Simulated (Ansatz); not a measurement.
AlGaN₂: the gap under strain, fitted and tested

Plane-wave DFT in Ansatz, LDA, scalar-relativistic PAW potentials, cutoff 420 eV, no spin-orbit coupling; no spin polarisation. AlGaN₂ in space group P-4m2, a structure that wasn't matched to a measured phase. Uniaxial strain along a; b, c and atoms relaxed (conventional cell); Kohn–Sham gaps sought over the whole zone.

```tsv
strain (%)	space group	gap (eV)
-6.0	Pmm2	?
-4.0	Pmm2	2.921
-2.0	Pmm2	3.011
+0.0	P-4m2	3.055
+2.0	Pmm2	2.939
+4.0	Pmm2	2.818
+6.0	Pmm2	2.696
```

Task: Fit the given gaps and predict the missing one.

Result: Next to zero the slopes are +22 meV per % on the compressed side and -58 on the stretched side. The slope drops at zero, where the strain lowers the symmetry and can split a degenerate edge, with another member setting the gap on each side, so only the side of the missing row is fitted, by a line: E_g = 3.063 +0.0335 ε eV (ε in %; scatter 11 meV). At -6.0 % this gives 2.862 eV; the run gave 2.722 eV, 140 meV away. The fit is rough: the gap bends more over this range than the fit allows.

Cost: about 5.4 core-minutes for the runs cited, on Intel Xeon 6975P-C (Granite Rapids) (shared hosts).